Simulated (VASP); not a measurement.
# TiAl (Pm-3m) in VASP: a series of runs

Aim: see how the results for TiAl move with the level of theory and the settings. Levels: PBEsol, RPBE. Tasks: single point, relaxation of cell and atoms.

Everything below comes from runs of VASP 6.6.1. Logs are shortened: lines on timing, memory, paths and dates and some standing lists are left out, and cuts for length are marked.

## Step 1: The structure

The structure is cubic, space group Pm-3m (No. 221). Conventional cell: a = 3.179 Å, b = 3.179 Å, c = 3.179 Å, α = 90.00°, β = 90.00°, γ = 90.00°. Around Ti (site symmetry m-3m) lie 8 Al at 2.75 Å. Al (site symmetry m-3m) has 8 Ti at 2.75 Å as nearest neighbours.

The cell comes from a database or a generator and needn't be the stable form of this composition.

## Step 2: Single point, PBEsol

The input, INCAR:

```
SYSTEM = TiAl
PREC = Accurate
ENCUT = 520
EDIFF = 1E-6
ISMEAR = 0
SIGMA = 0.1
LREAL = .False.
LASPH = .True.
NELM = 60
ALGO = Normal
ISIF = 2
LWAVE = .False.
LCHARG = .False.
GGA = PS
NBANDS = 14
```

The input, KPOINTS:

```
Automatic mesh
0
Gamma
  14 14 14
  0 0 0
```

The input, POSCAR:

```
TiAl
1.0
    3.1790640000      0.0000000000      0.0000000000
    0.0000000000      3.1790640000      0.0000000000
    0.0000000000      0.0000000000      3.1790640000
Ti Al
1 1
Direct
    0.0000000000      0.0000000000      0.0000000000
    0.5000000000      0.5000000000      0.5000000000
```

Potentials or basis: VASP PAW PBE potentials, release 64 (Ti_sv, Al).

Run with:

```sh
$ cat potpaw_PBE.64/Ti_sv/POTCAR potpaw_PBE.64/Al/POTCAR > POTCAR
$ mpirun -np 1 vasp_std > vasp.out
```

OUTCAR:

```text
SYSTEM = TiAl
   PREC = Accurate
   ENCUT = 520
   EDIFF = 1E-6
   ISMEAR = 0
   LREAL = .False.
   LASPH = .True.
   NELM = 60
   ISIF = 2
   GGA = PS

 ion  position               nearest neighbor table
   1  0.000  0.000  0.000-   2 2.75   2 2.75   2 2.75   2 2.75   2 2.75   2 2.75   2 2.75   2 2.75

   2  0.500  0.500  0.500-   1 2.75   1 2.75   1 2.75   1 2.75   1 2.75   1 2.75   1 2.75   1 2.75

  LATTYP: Found a simple cubic cell.
 ALAT       =     3.1790640000

  Lattice vectors:

 A1 = (   3.1790640000,   0.0000000000,   0.0000000000)
 A2 = (   0.0000000000,   3.1790640000,   0.0000000000)
 A3 = (   0.0000000000,   0.0000000000,   3.1790640000)

Analysis of symmetry for initial positions (statically):
=====================================================================
 Subroutine PRICEL returns:
 Original cell was already a primitive cell.

 Routine SETGRP: Setting up the symmetry group for a
 simple cubic supercell.

 Subroutine GETGRP returns: Found 48 space group operations
 (whereof 48 operations were pure point group operations)
 out of a pool of 48 trial point group operations.

The static configuration has the point symmetry O_h .

Analysis of symmetry for dynamics (positions and initial velocities):
=====================================================================
 Subroutine PRICEL returns:
 Original cell was already a primitive cell.

 Routine SETGRP: Setting up the symmetry group for a
 simple cubic supercell.

 Subroutine GETGRP returns: Found 48 space group operations
 (whereof 48 operations were pure point group operations)
 out of a pool of 48 trial point group operations.

The dynamic configuration has the point symmetry O_h .

 Subroutine INISYM returns: Found 48 space group operations
 (whereof 48 operations are pure point group operations),
 and found     1 'primitive' translations

----------------------------------------------------------------------------------------

                                     Primitive cell

  volume of cell :      32.1290

  direct lattice vectors                    reciprocal lattice vectors
     3.179064000  0.000000000  0.000000000     0.314557996  0.000000000  0.000000000
     0.000000000  3.179064000  0.000000000     0.000000000  0.314557996  0.000000000
     0.000000000  0.000000000  3.179064000     0.000000000  0.000000000  0.314557996

  length of vectors
     3.179064000  3.179064000  3.179064000     0.314557996  0.314557996  0.314557996

  position of ions in fractional coordinates (direct lattice)
     0.000000000  0.000000000  0.000000000
     0.500000000  0.500000000  0.500000000

  ion indices of the primitive-cell ions
   primitive index   ion index
                 1           1
                 2           2

----------------------------------------------------------------------------------------

 KPOINTS: Automatic mesh

Automatic generation of k-mesh.
 Grid dimensions read from file:
 generate k-points for:   14   14   14

 Generating k-lattice:

  Cartesian coordinates                     Fractional coordinates (reciprocal lattice)
     0.022468428  0.000000000  0.000000000     0.071428571  0.000000000  0.000000000
     0.000000000  0.022468428  0.000000000     0.000000000  0.071428571  0.000000000
     0.000000000  0.000000000  0.022468428     0.000000000  0.000000000  0.071428571

  Length of vectors
     0.022468428  0.022468428  0.022468428

  Shift w.r.t. Gamma in fractional coordinates (k-lattice)
     0.000000000  0.000000000  0.000000000

 Subroutine IBZKPT returns following result:
 ===========================================

 Found    120 irreducible k-points:

 Following reciprocal coordinates:
            Coordinates               Weight
  0.000000  0.000000  0.000000      1.000000
  0.071429  0.000000  0.000000      6.000000
  0.142857  0.000000  0.000000      6.000000
  0.214286  0.000000  0.000000      6.000000
  0.285714  0.000000  0.000000      6.000000
  0.357143  0.000000  0.000000      6.000000
[... 16 lines left out ...]
  0.285714  0.214286  0.000000     24.000000
  0.357143  0.214286  0.000000     24.000000
 [... further k-points ...]
   k-points           NKPTS =    120   k-points in BZ     NKDIM =    120   number of bands    NBANDS=     14
   number of dos      NEDOS =    301   number of ions     NIONS =      2
   total plane-waves  NPLWV =  13824
   dimension x,y,z NGX =    24 NGY =   24 NGZ =   24
   dimension x,y,z NGXF=    48 NGYF=   48 NGZF=   48
   ions per type =               1   1
   NGX,Y,Z   is equivalent  to a cutoff of  12.55, 12.55, 12.55 a.u.
   NGXF,Y,Z  is equivalent  to a cutoff of  25.10, 25.10, 25.10 a.u.
 SYSTEM =  TiAl
   PREC   = accura    normal or accurate (medium, high low for compatibility)
   ISTART =      0    job   : 0-new  1-cont  2-samecut
   ICHARG =      2    charge: 1-file 2-atom 10-const
   ISPIN  =      1    spin polarized calculation?
   LNONCOLLINEAR =      F non collinear calculations
   LSORBIT =      F    spin-orbit coupling
   LASPH  =      T    aspherical Exc in radial PAW
   ENCUT  =  520.0 eV  38.22 Ry    6.18 a.u.   5.91  5.91  5.91*2*pi/ulx,y,z
   NELM   =     60;   NELMIN=  2; NELMDL= -5     # of ELM steps
   EDIFF  = 0.1E-05   stopping-criterion for ELM
   LREAL  =      F    real-space projection
   EDIFFG = 0.1E-04   stopping-criterion for IOM
   NSW    =      0    number of steps for IOM
   IBRION =     -1    ionic relax: 0-MD 1-quasi-New 2-CG
   NFREE  =      0    steps in history (QN), initial steepest desc. (CG)
   ISIF   =      2    stress and relaxation
   ISYM   =      2    0-nonsym 1-usesym 2-fastsym
   POTIM  = 0.5000    time-step for ionic-motion
   TEBEG  =    0.0;   TEEND  =   0.0 temperature during run
   PSTRESS=    0.0 pullay stress
   NELECT =      15.0000    total number of electrons
   NUPDOWN=      -1.0000    fix difference up-down
   EMIN   =  10.00;   EMAX   =-10.00  energy-range for DOS
   EFERMI =   0.00;   METHOD = LEGACY
   ISMEAR =     0;   SIGMA  =   0.10  broadening in eV -4-tet -1-fermi 0-gaus
   EFERMI_NEDOS =   21; number of points for ismear=-14 and -15
   IALGO  =     38    algorithm
   IMIX   =      4    mixing-type and parameters
     AMIX     =   0.40;   BMIX     =  1.00
     AMIX_MAG =   1.60;   BMIX_MAG =  1.00
  volume/ion in A,a.u.               =      16.06       108.41
  Fermi-wavevector in a.u.,A,eV,Ry     =   1.270007  2.399964 21.945065  1.612917
  Thomas-Fermi vector in A             =   2.403017
   LORBIT       =      0    0 simple, 1 ext, 2 COOP (PROOUT), +10 PAW based schemes
   GGA     = PS    functional components
   LHFCALC =     F    Hartree Fock is set to
   AEXX    =    0.0000 exact exchange contribution
   IVDW    =     0    specifies the selected vdW correction
   LEPSILON=     F    determine dielectric tensor
   LRPA    =     F    only Hartree local field effects (RPA)
 non-spin polarized calculation
 Gauss-broadening in eV      SIGMA  =   0.10
  energy-cutoff  :      520.00
  volume of cell :       32.13
 maximum number of plane-waves:       912
 NGX is ok and might be reduce to    24
   NGX = 11   NGY = 11   NGZ = 11

 number of electron      14.9999994 magnetization

 Free energy of the ion-electron system (eV)
  ---------------------------------------------------
  ext. energy  EPLUGINS =         0.00000000
  ---------------------------------------------------
  free energy    TOTEN  =       -12.96959852 eV

  energy without entropy =      -12.95729034  energy(sigma->0) =      -12.96344443

 E-fermi :   8.6805     XC(G=0): -11.1895

 val. band max:        8.6635043040   @ k =   0.3571   0.2857   0.1429
 cond. band min:       8.6863236090   @ k =   0.2857   0.2857   0.0000
 fundamental gap:      0.0228193050
 Fermi energy:         8.6804509693

 k-point     1 :       0.0000    0.0000    0.0000
  band No.  band energies     occupation
      1     -47.9876      2.00000
      2     -24.2892      2.00000
      3     -24.2892      2.00000
      4     -24.2892      2.00000
      5      -0.5812      2.00000
      6       7.2409      2.00000
      7       7.2409      2.00000
      8      10.4648      0.00000
      9      10.4648      0.00000
     10      10.4648      0.00000
     11      13.0935      0.00000
     12      13.0935      0.00000
     13      13.0935      0.00000
     14      17.5214      0.00000

 k-point     2 :       0.0714    0.0000    0.0000
  band No.  band energies     occupation
      1     -47.9869      2.00000
      2     -24.2979      2.00000
      3     -24.2885      2.00000
      4     -24.2885      2.00000
      5      -0.4997      2.00000
      6       7.2001      2.00000
      7       7.2776      2.00000
      8      10.3219      0.00000
      9      10.3219      0.00000
     10      10.4746      0.00000
     11      12.7460      0.00000
     12      13.2959      0.00000
     13      13.2959      0.00000
     14      17.4114      0.00000

 k-point     3 :       0.1429    0.0000    0.0000
  band No.  band energies     occupation
      1     -47.9848      2.00000
      2     -24.3223      2.00000
      3     -24.2863      2.00000
      4     -24.2863      2.00000
      5      -0.2573      2.00000
      6       7.0301      2.00000
      7       7.3834      2.00000
      8       9.9932      0.00000
      9       9.9932      0.00000
     10      10.5023      0.00000
     11      12.0752      0.00000
     12      13.8057      0.00000
     13      13.8057      0.00000
     14      17.1009      0.00000
[... 324 lines left out ...]
 k-point    23 :       0.2857    0.2143    0.0000
  band No.  band energies     occupation
      1     -47.9726      2.00000
      2     -24.3878      2.00000
      3     -24.3455      2.00000
      4     -24.2739      2.00000
      5       1.3117      2.00000
      6       6.3288      2.00000
      7       7.2362      2.00000
      8       8.7640      0.23747
      9       9.4137      0.00000
     10       9.9841      0.00000
     11      11.7474      0.00000
     12      13.2459      0.00000
     13      16.2148      0.00000
     14      16.6959      0.00000

 k-point    24 :       0.3571    0.2143    0.0000
  band No.  band energies     occupation
      1     -47.9696      2.00000
      2     -24.4216      2.00000
      3     -24.3417      2.00000
      4     -24.2708      2.00000
      5       1.9163      2.00000
      6       5.5118      2.00000
      7       7.5097      2.00000
      8       8.6237      1.57769
      9       9.2045      0.00000
     10      10.0256      0.00000
     11      11.6072      0.00000
     12      13.7177      0.00000
     13      16.2053      0.00000
     14      16.8696      0.00000

 [... further k-points ...]

------------------------ aborting loop because EDIFF is reached ----------------------------------------

  FORCE on cell =-STRESS in cart. coord.  units (eV):
  Direction    XX          YY          ZZ          XY          YZ          ZX
  --------------------------------------------------------------------------------------
  -------------------------------------------------------------------------------------
  Total       -0.5003656     -0.5003656     -0.5003656     -0.0000000      0.0000000      0.0000000
  in kB      -24.9517040    -24.9517040    -24.9517040     -0.0000000      0.0000000      0.0000000
  external PRESSURE =     -24.9517040 kB  Pullay stress =       0.0000000 kB

 VOLUME and BASIS-vectors are now :
 -----------------------------------------------------------------------------
  energy-cutoff  :      520.00
  volume of cell :       32.13
      direct lattice vectors                 reciprocal lattice vectors
     3.179064000  0.000000000  0.000000000     0.314557996  0.000000000  0.000000000
     0.000000000  3.179064000  0.000000000     0.000000000  0.314557996  0.000000000
     0.000000000  0.000000000  3.179064000     0.000000000  0.000000000  0.314557996

 POSITION                                       TOTAL-FORCE (eV/Angst)
 -----------------------------------------------------------------------------------
      0.00000      0.00000      0.00000         0.000000      0.000000      0.000000
      1.58953      1.58953      1.58953         0.000000      0.000000      0.000000
 -----------------------------------------------------------------------------------
    total drift:                                0.000000      0.000000      0.000000

  FREE ENERGIE OF THE ION-ELECTRON SYSTEM (eV)
  ---------------------------------------------------
  free  energy   TOTEN  =       -12.9695985201 eV

  energy  without entropy=      -12.9572903351  energy(sigma->0) =      -12.96344443
```

It took 11 s on 1 thread of Intel Xeon 6975P-C (Granite Rapids), shared host; peak memory 0.18 GiB.

What came out:

```
Free energy            : -12.9696 eV
Pressure               : -2.5 GPa
Band gap on the k mesh : none (metal or under the smearing width)
```

Caveat: the PAW data sets were made with another functional, which shifts forces and pressure a little.

## Step 3: Relaxation of cell and atoms, PBEsol

The input, INCAR:

```
SYSTEM = TiAl
PREC = Accurate
ENCUT = 580
EDIFF = 1E-7
ISMEAR = 0
SIGMA = 0.1
LREAL = .False.
LASPH = .True.
NELM = 60
ALGO = Normal
ISIF = 3
LWAVE = .False.
LCHARG = .False.
GGA = PS
IBRION = 2
NSW = 90
EDIFFG = -0.005
```

KPOINTS is that of step 2.

POSCAR is that of step 2.

Potentials or basis: VASP PAW PBE potentials, release 64 (Ti, Al).

Run with:

```sh
$ cat potpaw_PBE.64/Ti/POTCAR potpaw_PBE.64/Al/POTCAR > POTCAR
$ mpirun -np 1 vasp_std > vasp.out
```

Wall time 25 s (1 thread of Intel Xeon 6975P-C (Granite Rapids), shared host); peak memory 0.19 GiB.

It converged, with:

```yaml
Free_energy: -12.9121 eV
Relaxed_volume: 15.70 Å³/atom
Relaxed_cell: a = 3.155 Å, b = 3.155 Å, c = 3.155 Å, α = 90.00°, β = 90.00°, γ = 90.00°
Space_group_after_relaxing_to_0.05_Å: Pm-3m (No. 221)
Energy_gained_by_relaxing: 3.1 meV/atom
Ionic_steps: 3
Pressure_after_relaxing: 0.0 GPa
Band_gap_on_the_k_mesh: none (metal or under the smearing width)
```

The path:
| step | energy change (eV) | largest force (eV/Å) | pressure (GPa) | volume (Å³) |
| --- | --- | --- | --- | --- |
| 1 | 0.0000 | 0.0000 | -2.65 | 32.13 |
| 2 | -0.0030 | 0.0000 | 2.03 | 30.91 |
| 3 | -0.0061 | 0.0000 | 0.00 | 31.41 |

Final structure:
```
CELL_PARAMETERS angstrom
3.15507 0.00000 0.00000
0.00000 3.15507 0.00000
0.00000 0.00000 3.15507
ATOMIC_POSITIONS crystal
Ti 0.00000 0.00000 0.00000
Al 0.50000 0.50000 0.50000
```

Levels at points of the mesh, in eV from the Fermi level:
| k point | band 1 | band 2 | band 3 | band 4 | band 5 | band 6 | band 7 |
| --- | --- | --- | --- | --- | --- | --- | --- |
| (0.00, 0.00, 0.00) | -9.34 | -1.49 | -1.49 | 1.81 | 1.81 | 1.81 | 4.49 |
| (0.50, 0.00, 0.00) | -6.04 | -5.23 | -0.58 | 0.13 | 0.13 | 2.02 | 3.07 |
| (0.50, 0.50, 0.00) | -5.06 | -2.07 | -2.07 | -1.49 | 0.69 | 0.69 | 2.80 |
| (0.50, 0.50, 0.50) | -3.16 | -3.16 | -3.16 | 0.85 | 2.88 | 2.88 | 2.88 |

Caveat: the PAW data sets were made with another functional, which shifts forces and pressure a little.

## Step 4: Relaxation of cell and atoms, RPBE

INCAR: that of step 3 with these lines changed.

```diff
@@ -2,3 +2,3 @@
 PREC = Accurate
-ENCUT = 580
+ENCUT = 600
 EDIFF = 1E-7
@@ -13,3 +13,3 @@
 LCHARG = .False.
-GGA = PS
+GGA = RP
 IBRION = 2
```

KPOINTS is that of step 3.

POSCAR is that of step 3.

Potentials or basis: VASP PAW PBE potentials, release 64 (Ti_sv, Al).

Run with:

```sh
$ cat potpaw_PBE.64/Ti_sv/POTCAR potpaw_PBE.64/Al/POTCAR > POTCAR
$ mpirun -np 1 vasp_std > vasp.out
```

Wall time 52 s (1 thread of Intel Xeon 6975P-C (Granite Rapids), shared host); peak memory 0.21 GiB.

The run converged. Its results:

```yaml
Free_energy: -11.4677 eV
Relaxed_volume: 16.55 Å³/atom
Relaxed_cell: a = 3.211 Å, b = 3.211 Å, c = 3.211 Å, α = 90.00°, β = 90.00°, γ = 90.00°
Space_group_after_relaxing_to_0.05_Å: Pm-3m (No. 221)
Energy_gained_by_relaxing: 4.9 meV/atom
Ionic_steps: 3
Pressure_after_relaxing: 0.0 GPa
Band_gap_on_the_k_mesh: none (metal or under the smearing width)
```

Step by step:
```
step  energy change (eV)  largest force (eV/Å)  pressure (GPa)  volume (Å³)
   1              0.0000                0.0000            3.32        32.13
   2             -0.0062                0.0000           -1.85        33.70
   3             -0.0097                0.0000            0.01        33.09
```

Final structure:
```
Ti Al
1.0
     3.21058    0.00000    0.00000
     0.00000    3.21058    0.00000
     0.00000    0.00000    3.21058
Ti Al
1 1
Direct
  0.00000 0.00000 0.00000
  0.50000 0.50000 0.50000
```

Levels at points of the mesh, in eV from the Fermi level:
```
           k point  band 4  band 5  band 6  band 7  band 8  band 9  band 10  band 11
(0.00, 0.00, 0.00)  -33.25   -9.17   -1.40   -1.40    1.74    1.74     1.74     4.27
(0.50, 0.00, 0.00)  -33.23   -6.02   -5.14   -0.54    0.15    0.15     1.94     2.84
(0.50, 0.50, 0.00)  -33.22   -4.94   -2.14   -2.14   -1.45    0.70     0.70     2.60
(0.50, 0.50, 0.50)  -33.36   -3.02   -3.02   -3.02    0.52    2.66     2.66     2.79
```

Caveat: the PAW data sets were made with another functional, which shifts forces and pressure a little.

## Step 5: Summary

```csv
task,level,potentials or basis,cell,cutoff (eV),gap on the mesh (eV),pressure (GPa),relaxed volume (Å³/atom)
single point,PBEsol,"VASP PAW PBE potentials, release 64 (Ti_sv, Al)",as given,520,none,-2.5,-
relaxation of cell and atoms,PBEsol,"VASP PAW PBE potentials, release 64 (Ti, Al)",relaxed,580,none,0.0,15.70
relaxation of cell and atoms,RPBE,"VASP PAW PBE potentials, release 64 (Ti_sv, Al)",relaxed,600,none,0.0,16.55
```

Alike in all rows: no spin polarisation; k mesh 14 × 14 × 14; smearing gaussian 0.1 eV.

Caveats: the PAW data sets were made with another functional, which shifts forces and pressure a little.

Total energies depend on the potentials used, so only differences within one code and one set of settings carry meaning.
